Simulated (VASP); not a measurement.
# AlAs (F-43m) in VASP: settings compared

One crystal, AlAs, is run at these levels: PBE0, PBE, LDA; tasks: band structure.

All numbers are computed with VASP 6.6.1; they aren't measurements. Logs are shortened: lines on timing, memory, paths and dates and some standing lists are left out, and cuts for length are marked.

### Step 1. Starting point

It takes space group F-43m (No. 216, cubic). The conventional cell has a = 5.682 Å, b = 5.682 Å, c = 5.682 Å, α = 90.00°, β = 90.00°, γ = 90.00°. Al (site symmetry -43m) is surrounded by 4 As at 2.46 Å. Around As (site symmetry -43m) lie 4 Al at 2.46 Å.

### Step 2. Band structure, PBE0

Contents of POSCAR:

```
AlAs                                    
1.0
    0.0000000000      2.8408844734      2.8408844734
    2.8408844734      0.0000000000      2.8408844734
    2.8408844734      2.8408844734      0.0000000000
  Al              As            
     1     1
Direct
     0.0000000000000000    0.0000000000000000    0.0000000000000000
     0.2500000000000000    0.2500000000000000    0.2500000000000000
```

Contents of INCAR.step1:

```
PREC = Accurate ; ENCUT = 520
EDIFF = 1E-5 ; ISMEAR = 0
SIGMA = 0.03 ; LREAL = False
LASPH = True ; NELM = 80
ALGO = Normal ; ISIF = 2
LWAVE = True ; LCHARG = False
NBANDS = 11 ; KPAR = 8
GGA = PE
```

Contents of INCAR.step2:

```
PREC = Accurate ; ENCUT = 520
EDIFF = 1E-6 ; ISMEAR = 0
SIGMA = 0.03 ; LREAL = False
LASPH = True ; NELM = 80
ALGO = Normal ; ISIF = 2
LWAVE = False ; LCHARG = False
GGA = PE ; LHFCALC = True
AEXX = 0.25 ; PRECFOCK = Fast
HFRCUT = -1 ; NBANDS = 11
KPAR = 8 ; ISTART = 1
```

Contents of KPOINTS:

```
regular mesh
0
Gamma
  8 8 8
```

Contents of KPOINTS_OPT:

```
explicit points
6
Reciprocal
 0.0000000000  0.0000000000  0.0000000000 1
 0.3750000000  0.3750000000  0.7500000000 1
 0.5000000000  0.5000000000  0.5000000000 1
 0.6250000000  0.2500000000  0.6250000000 1
 0.5000000000  0.2500000000  0.7500000000 1
 0.5000000000  0.0000000000  0.5000000000 1
```

Potentials or basis: VASP PAW PBE potentials, release 64 (Al, As).

Launch:

```
$ cat potpaw_PBE.64/Al/POTCAR potpaw_PBE.64/As/POTCAR > POTCAR
$ cp INCAR.step1 INCAR
$ mpirun -np 8 vasp_std > vasp.out
$ cp INCAR.step2 INCAR
$ mpirun -np 8 vasp_std > vasp.out
```

OUTCAR:

```text
PREC = Accurate
   ENCUT = 520
   EDIFF = 1E-6
   ISMEAR = 0
   LREAL = False
   LASPH = True
   NELM = 80
   ISIF = 2
   GGA = PE
   LHFCALC = True
   AEXX = 0.25
   PRECFOCK = Fast
   ISTART = 1

 ion  position               nearest neighbor table
   1  0.000  0.000  0.000-   2 2.46   2 2.46   2 2.46   2 2.46
   2  0.250  0.250  0.250-   1 2.46   1 2.46   1 2.46   1 2.46

  LATTYP: Found a face centered cubic cell.
 ALAT       =     5.6817689468

  Lattice vectors:

 A1 = (   0.0000000000,   2.8408844734,   2.8408844734)
 A2 = (   2.8408844734,   0.0000000000,   2.8408844734)
 A3 = (   2.8408844734,   2.8408844734,   0.0000000000)

Analysis of symmetry for initial positions (statically):
=====================================================================
 Subroutine PRICEL returns:
 Original cell was already a primitive cell.

 Routine SETGRP: Setting up the symmetry group for a
 face centered cubic supercell.

 Subroutine GETGRP returns: Found 24 space group operations
 (whereof 24 operations were pure point group operations)
 out of a pool of 48 trial point group operations.

The static configuration has the point symmetry T_d .

Analysis of symmetry for dynamics (positions and initial velocities):
=====================================================================
 Subroutine PRICEL returns:
 Original cell was already a primitive cell.

 Routine SETGRP: Setting up the symmetry group for a
 face centered cubic supercell.

 Subroutine GETGRP returns: Found 24 space group operations
 (whereof 24 operations were pure point group operations)
 out of a pool of 48 trial point group operations.

The dynamic configuration has the point symmetry T_d .

 Subroutine INISYM returns: Found 24 space group operations
 (whereof 24 operations are pure point group operations),
 and found     1 'primitive' translations

----------------------------------------------------------------------------------------

                                     Primitive cell

  volume of cell :      45.8554

  direct lattice vectors                    reciprocal lattice vectors
     0.000000000  2.840884473  2.840884473    -0.176001525  0.176001525  0.176001525
     2.840884473  0.000000000  2.840884473     0.176001525 -0.176001525  0.176001525
     2.840884473  2.840884473  0.000000000     0.176001525  0.176001525 -0.176001525

  length of vectors
     4.017617351  4.017617351  4.017617351     0.304843584  0.304843584  0.304843584

  position of ions in fractional coordinates (direct lattice)
     0.000000000  0.000000000  0.000000000
     0.250000000  0.250000000  0.250000000

  ion indices of the primitive-cell ions
   primitive index   ion index
                 1           1
                 2           2

----------------------------------------------------------------------------------------

 KPOINTS: regular mesh

Automatic generation of k-mesh.
 Grid dimensions read from file:
 generate k-points for:    8    8    8

 Generating k-lattice:

  Cartesian coordinates                     Fractional coordinates (reciprocal lattice)
    -0.022000191  0.022000191  0.022000191     0.125000000  0.000000000  0.000000000
     0.022000191 -0.022000191  0.022000191     0.000000000  0.125000000  0.000000000
     0.022000191  0.022000191 -0.022000191     0.000000000  0.000000000  0.125000000

  Length of vectors
     0.038105448  0.038105448  0.038105448

  Shift w.r.t. Gamma in fractional coordinates (k-lattice)
     0.000000000  0.000000000  0.000000000

 Subroutine IBZKPT returns following result:
 ===========================================

 Found     29 irreducible k-points:

 Following reciprocal coordinates:
            Coordinates               Weight
  0.000000  0.000000  0.000000      1.000000
  0.125000  0.000000  0.000000      8.000000
  0.250000  0.000000  0.000000      8.000000
  0.375000  0.000000  0.000000      8.000000
  0.500000  0.000000  0.000000      4.000000
  0.125000  0.125000  0.000000      6.000000
[... 16 lines left out ...]
  0.500000  0.250000  0.125000     48.000000
 -0.375000  0.250000  0.125000     24.000000
 [... further k-points ...]
   k-points           NKPTS =     29   k-points in BZ     NKDIM =    512   number of bands    NBANDS=     11
   number of dos      NEDOS =    301   number of ions     NIONS =      2
   total plane-waves  NPLWV =  27000
   dimension x,y,z NGX =    30 NGY =   30 NGZ =   30
   dimension x,y,z NGXF=    60 NGYF=   60 NGZF=   60
   ions per type =               1   1
   NGX,Y,Z   is equivalent  to a cutoff of  12.41, 12.41, 12.41 a.u.
   NGXF,Y,Z  is equivalent  to a cutoff of  24.83, 24.83, 24.83 a.u.
 SYSTEM =  unknown system
   PREC   = accura    normal or accurate (medium, high low for compatibility)
   ISTART =      1    job   : 0-new  1-cont  2-samecut
   ICHARG =      0    charge: 1-file 2-atom 10-const
   ISPIN  =      1    spin polarized calculation?
   LNONCOLLINEAR =      F non collinear calculations
   LSORBIT =      F    spin-orbit coupling
   LASPH  =      T    aspherical Exc in radial PAW
   ENCUT  =  520.0 eV  38.22 Ry    6.18 a.u.   7.47  7.47  7.47*2*pi/ulx,y,z
   NELM   =     80;   NELMIN=  2; NELMDL=  0     # of ELM steps
   EDIFF  = 0.1E-05   stopping-criterion for ELM
   LREAL  =      F    real-space projection
   EDIFFG = 0.1E-04   stopping-criterion for IOM
   NSW    =      0    number of steps for IOM
   IBRION =     -1    ionic relax: 0-MD 1-quasi-New 2-CG
   NFREE  =      0    steps in history (QN), initial steepest desc. (CG)
   ISIF   =      2    stress and relaxation
   ISYM   =      3    0-nonsym 1-usesym 2-fastsym
   POTIM  = 0.5000    time-step for ionic-motion
   TEBEG  =    0.0;   TEEND  =   0.0 temperature during run
   PSTRESS=    0.0 pullay stress
   NELECT =       8.0000    total number of electrons
   NUPDOWN=      -1.0000    fix difference up-down
   EMIN   =  10.00;   EMAX   =-10.00  energy-range for DOS
   EFERMI =   0.00;   METHOD = LEGACY
   ISMEAR =     0;   SIGMA  =   0.03  broadening in eV -4-tet -1-fermi 0-gaus
   EFERMI_NEDOS =   21; number of points for ismear=-14 and -15
   IALGO  =     38    algorithm
   IMIX   =      1    mixing-type and parameters
     AMIX     =   0.40;   BMIX     =  1.00
     AMIX_MAG =   1.60;   BMIX_MAG =  1.00
  volume/ion in A,a.u.               =      22.93       154.72
  Fermi-wavevector in a.u.,A,eV,Ry     =   0.914762  1.728649 11.385202  0.836789
  Thomas-Fermi vector in A             =   2.039426
   LORBIT       =      0    0 simple, 1 ext, 2 COOP (PROOUT), +10 PAW based schemes
   GGA     = PE    functional components
   LHFCALC =     T    Hartree Fock is set to
   PRECFOCK=fast      Normal, Fast or Accurate (Low or Medium for compatibility)
   ENCUT4O =  -1.0   cutoff for four orbital integrals eV
   NKREDX  =     1    reduce k-point grid by
   NKREDY  =     1    reduce k-point grid by
   NKREDZ  =     1    reduce k-point grid by
   AEXX    =    0.2500 exact exchange contribution
   HFSCREEN=    0.0000 screening length (either q_TF or 0.3 A-1)
   HFSCREENC=   0.0000 screening length for correlation (either q_TF or 0.3 A-1)
   ENCUTFOCK=  -1.0 apply spherical cutoff to Coloumb kernel
   IVDW    =     0    specifies the selected vdW correction
   LEPSILON=     F    determine dielectric tensor
   LRPA    =     F    only Hartree local field effects (RPA)
 non-spin polarized calculation
 Gauss-broadening in eV      SIGMA  =   0.03
  energy-cutoff  :      520.00
  volume of cell :       45.86
 maximum number of plane-waves:      1254
 NGX is ok and might be reduce to    30
  NGX = 18; NGY = 18; NGZ = 18

 number of electron       7.9999999 magnetization

 Free energy of the ion-electron system (eV)
  ---------------------------------------------------
  ext. energy  EPLUGINS =         0.00000000
  ---------------------------------------------------
  free energy    TOTEN  =       -11.84597088 eV

  energy without entropy =      -11.84597088  energy(sigma->0) =      -11.84597088

 E-fermi :   3.1268     XC(G=0):  -7.1347

 val. band max:        3.0044799496   @ k =   0.0000   0.0000   0.0000
 cond. band min:       5.7588608613   @ k =   0.5000   0.5000   0.0000
 fundamental gap:      2.7543809117
 Fermi energy:         3.1268486337

 k-point     1 :       0.0000    0.0000    0.0000
  band No.  band energies     occupation
      1     -10.1138      2.00000
      2       3.0045      2.00000
      3       3.0045      2.00000
      4       3.0045      2.00000
      5       6.4557      0.00000
      6       8.8148      0.00000
      7       8.8148      0.00000
      8       8.8148      0.00000
      9      13.5106      0.00000
     10      13.7833      0.00000
     11      13.7833      0.00000

 k-point     2 :       0.1250    0.0000    0.0000
  band No.  band energies     occupation
      1      -9.9458      2.00000
      2       1.5011      2.00000
      3       2.8305      2.00000
      4       2.8305      2.00000
      5       7.2205      0.00000
      6       9.1195      0.00000
      7       9.1195      0.00000
      8       9.2175      0.00000
      9      13.1299      0.00000
     10      13.1299      0.00000
     11      14.2733      0.00000

 k-point     3 :       0.2500    0.0000    0.0000
  band No.  band energies     occupation
      1      -9.4750      2.00000
      2      -0.7036      2.00000
      3       2.4799      2.00000
      4       2.4799      2.00000
      5       7.0324      0.00000
      6       9.4888      0.00000
      7       9.4888      0.00000
      8      11.0945      0.00000
      9      13.0253      0.00000
     10      13.0253      0.00000
     11      14.0517      0.00000
[... 267 lines left out ...]
 k-point    23 :       0.5000    0.2500    0.1250
  band No.  band energies     occupation
      1      -8.5288      2.00000
      2      -2.2803      2.00000
      3       0.2337      2.00000
      4       1.5272      2.00000
      5       8.1488      0.00000
      6       8.9842      0.00000
      7      10.3967      0.00000
      8      11.5555      0.00000
      9      14.1396      0.00000
     10      15.4243      0.00000
     11      16.9753      0.00000

 k-point    24 :      -0.3750    0.2500    0.1250
  band No.  band energies     occupation
      1      -8.2418      2.00000
      2      -2.8266      2.00000
      3       0.0678      2.00000
      4       1.3254      2.00000
      5       8.1418      0.00000
      6       8.7358      0.00000
      7      11.3796      0.00000
      8      12.3370      0.00000
      9      13.1446      0.00000
     10      15.8351      0.00000
     11      17.1431      0.00000

 [... further k-points ...]

------------------------ aborting loop because EDIFF is reached ----------------------------------------

  FORCE on cell =-STRESS in cart. coord.  units (eV):
  Direction    XX          YY          ZZ          XY          YZ          ZX
  --------------------------------------------------------------------------------------
  -------------------------------------------------------------------------------------
  Total       -0.0880967     -0.0880967     -0.0880967      0.0000000      0.0000000     -0.0000000
  in kB       -3.0780781     -3.0780781     -3.0780781      0.0000000      0.0000000     -0.0000000
  external PRESSURE =      -3.0780781 kB  Pullay stress =       0.0000000 kB

 VOLUME and BASIS-vectors are now :
 -----------------------------------------------------------------------------
  energy-cutoff  :      520.00
  volume of cell :       45.86
      direct lattice vectors                 reciprocal lattice vectors
     0.000000000  2.840884473  2.840884473    -0.176001525  0.176001525  0.176001525
     2.840884473  0.000000000  2.840884473     0.176001525 -0.176001525  0.176001525
     2.840884473  2.840884473  0.000000000     0.176001525  0.176001525 -0.176001525

 POSITION                                       TOTAL-FORCE (eV/Angst)
 -----------------------------------------------------------------------------------
      0.00000      0.00000      0.00000         0.000000      0.000000      0.000000
      1.42044      1.42044      1.42044        -0.000000     -0.000000     -0.000000
 -----------------------------------------------------------------------------------
    total drift:                               -0.000000     -0.000000     -0.000000

  FREE ENERGIE OF THE ION-ELECTRON SYSTEM (eV)
  ---------------------------------------------------
  free  energy   TOTEN  =       -11.8459708783 eV

  energy  without entropy=      -11.8459708783  energy(sigma->0) =      -11.84597088
```

Wall time 5.4 min (8 MPI ranks of Intel Xeon Platinum 8488C (Sapphire Rapids), shared host); peak memory 0.28 GiB.

What came out:

| Property | Result |
| --- | --- |
| Free energy | -11.8460 eV |
| Pressure | -0.3 GPa |
| Band gap on the k mesh | 2.75 eV, indirect (least direct gap 3.45 eV) |
| Band gap along the path | 2.75 eV, indirect (least direct gap 3.45 eV) |

Levels at points of the mesh, in eV from the valence-band top:
```tsv
k point	band 2	band 3	band 4	band 5	band 6	band 7
(0.00, 0.00, 0.00)	0.00	0.00	0.00	3.45	5.81	5.81
(0.50, 0.00, 0.00)	-6.17	-0.91	-0.91	3.52	6.23	6.23
(0.50, 0.50, 0.00)	-6.03	-2.39	-2.39	2.75	3.65	12.29
```

Caveat: the PAW data sets were made with another functional, which shifts forces and pressure a little.

### Step 3. Band structure, PBE

Contents of INCAR:

```
ALGO = Fast
EDIFF = 1E-7
ENCUT = 520
GGA = PE
ISIF = 2
ISMEAR = 0
LASPH = T
LCHARG = F
LREAL = F
LWAVE = F
NBANDS = 11
NELM = 80
PREC = Accurate
SIGMA = 0.03
```

Contents of KPOINTS:

```
k-points
0
Gamma
  8 8 8
```

Contents of POSCAR:

```
AlAs                                    
1.0
    0.0000000000      2.8408844733      2.8408844733
    2.8408844733      0.0000000000      2.8408844733
    2.8408844733      2.8408844733      0.0000000000
  Al              As            
     1     1
Direct
     0.0000000000000000    0.0000000000000000    0.0000000000000000
     0.2500000000000000    0.2500000000000000    0.2500000000000000
```

Contents of KPOINTS_OPT:

```
explicit points
252
Reciprocal
 0.0000000000  0.0000000000  0.0000000000 1
 0.0357142857  0.0000000000  0.0357142857 1
 0.0714285714  0.0000000000  0.0714285714 1
 0.1071428571  0.0000000000  0.1071428571 1
 0.1428571429  0.0000000000  0.1428571429 1
 0.1785714286  0.0000000000  0.1785714286 1
[... 244 lines left out ...]
 0.5111486200  0.0222972300  0.5111486200 1
 0.4888513800 -0.0222972300  0.4888513800 1
```

Potentials or basis: VASP PAW PBE potentials, release 64 (Al, As).

Launch:

```
$ cat potpaw_PBE.64/Al/POTCAR potpaw_PBE.64/As/POTCAR > POTCAR
$ mpirun -np 1 vasp_std > vasp.out
```

OUTCAR:

```text
EDIFF = 1E-7
   ENCUT = 520
   GGA = PE
   ISIF = 2
   ISMEAR = 0
   LASPH = T
   LREAL = F
   NELM = 80
   PREC = Accurate

 ion  position               nearest neighbor table
   1  0.000  0.000  0.000-   2 2.46   2 2.46   2 2.46   2 2.46
   2  0.250  0.250  0.250-   1 2.46   1 2.46   1 2.46   1 2.46

  LATTYP: Found a face centered cubic cell.
 ALAT       =     5.6817689466

  Lattice vectors:

 A1 = (   0.0000000000,   2.8408844733,   2.8408844733)
[... 525 lines left out ...]
------------------------ aborting loop because EDIFF is reached ----------------------------------------

  FORCE on cell =-STRESS in cart. coord.  units (eV):
  Direction    XX          YY          ZZ          XY          YZ          ZX
  --------------------------------------------------------------------------------------
  -------------------------------------------------------------------------------------
  Total        0.5484848      0.5484848      0.5484848      0.0000000     -0.0000000     -0.0000000
  in kB       19.1639267     19.1639267     19.1639267      0.0000000     -0.0000000     -0.0000000
  external PRESSURE =      19.1639267 kB  Pullay stress =       0.0000000 kB

 VOLUME and BASIS-vectors are now :
 -----------------------------------------------------------------------------
  energy-cutoff  :      520.00
  volume of cell :       45.86
      direct lattice vectors                 reciprocal lattice vectors
     0.000000000  2.840884473  2.840884473    -0.176001525  0.176001525  0.176001525
     2.840884473  0.000000000  2.840884473     0.176001525 -0.176001525  0.176001525
     2.840884473  2.840884473  0.000000000     0.176001525  0.176001525 -0.176001525

 POSITION                                       TOTAL-FORCE (eV/Angst)
 -----------------------------------------------------------------------------------
      0.00000      0.00000      0.00000        -0.000000     -0.000000     -0.000000
      1.42044      1.42044      1.42044         0.000000      0.000000      0.000000
 -----------------------------------------------------------------------------------
    total drift:                               -0.000000     -0.000000     -0.000000

  FREE ENERGIE OF THE ION-ELECTRON SYSTEM (eV)
  ---------------------------------------------------
  free  energy   TOTEN  =        -9.3807901710 eV

  energy  without entropy=       -9.3807901710  energy(sigma->0) =       -9.38079017
```

Wall time 49 s (1 thread of AMD EPYC 9R45 (Zen 5), shared host); peak memory 0.15 GiB.

Results:

- Free energy: -9.3808 eV
- Pressure: 1.9 GPa
- Band gap on the k mesh: 1.45 eV, indirect (least direct gap 1.97 eV)
- Band gap along the path: 1.45 eV, indirect (least direct gap 1.97 eV)

Levels at the corners of the path, in eV from the valence-band top:
| point | band 1 | band 2 | band 3 | band 4 | band 5 | band 6 | band 7 | band 8 |
| --- | --- | --- | --- | --- | --- | --- | --- | --- |
| Γ | -11.80 | 0.00 | 0.00 | 0.00 | 1.97 | 4.27 | 4.27 | 4.27 |
| X | -9.87 | -5.39 | -2.15 | -2.15 | 1.45 | 2.29 | 10.25 | 10.25 |
| X | -9.87 | -5.39 | -2.15 | -2.15 | 1.45 | 2.29 | 10.25 | 10.25 |
| W | -9.84 | -5.06 | -3.14 | -2.79 | 4.32 | 5.59 | 5.67 | 6.04 |
| W | -9.84 | -5.06 | -3.14 | -2.79 | 4.32 | 5.59 | 5.67 | 6.04 |
| K | -9.90 | -5.14 | -3.37 | -1.78 | 2.24 | 4.95 | 8.12 | 8.26 |
| K | -9.90 | -5.14 | -3.37 | -1.78 | 2.24 | 4.95 | 8.12 | 8.26 |
| Γ | -11.80 | 0.00 | 0.00 | 0.00 | 1.97 | 4.27 | 4.27 | 4.27 |
| Γ | -11.80 | 0.00 | 0.00 | 0.00 | 1.97 | 4.27 | 4.27 | 4.27 |
| L | -10.41 | -5.52 | -0.82 | -0.82 | 2.10 | 4.67 | 4.67 | 7.73 |
| L | -10.41 | -5.52 | -0.82 | -0.82 | 2.10 | 4.67 | 4.67 | 7.73 |
| U | -9.90 | -5.14 | -3.37 | -1.78 | 2.24 | 4.95 | 8.12 | 8.26 |
| U | -9.90 | -5.14 | -3.37 | -1.78 | 2.24 | 4.95 | 8.12 | 8.26 |
| W | -9.84 | -5.06 | -3.14 | -2.79 | 4.32 | 5.59 | 5.67 | 6.04 |
| W | -9.84 | -5.06 | -3.14 | -2.79 | 4.32 | 5.59 | 5.67 | 6.04 |
| L | -10.41 | -5.52 | -0.82 | -0.82 | 2.10 | 4.67 | 4.67 | 7.73 |
| L | -10.41 | -5.52 | -0.82 | -0.82 | 2.10 | 4.67 | 4.67 | 7.73 |
| K | -9.90 | -5.14 | -3.37 | -1.78 | 2.24 | 4.95 | 8.12 | 8.26 |
| U | -9.90 | -5.14 | -3.37 | -1.78 | 2.24 | 4.95 | 8.12 | 8.26 |
| X | -9.87 | -5.39 | -2.15 | -2.15 | 1.45 | 2.29 | 10.25 | 10.25 |

A hybrid or GW would open this gap; PBE tends to underestimate it.

(Part 1 of 2 ends here.)
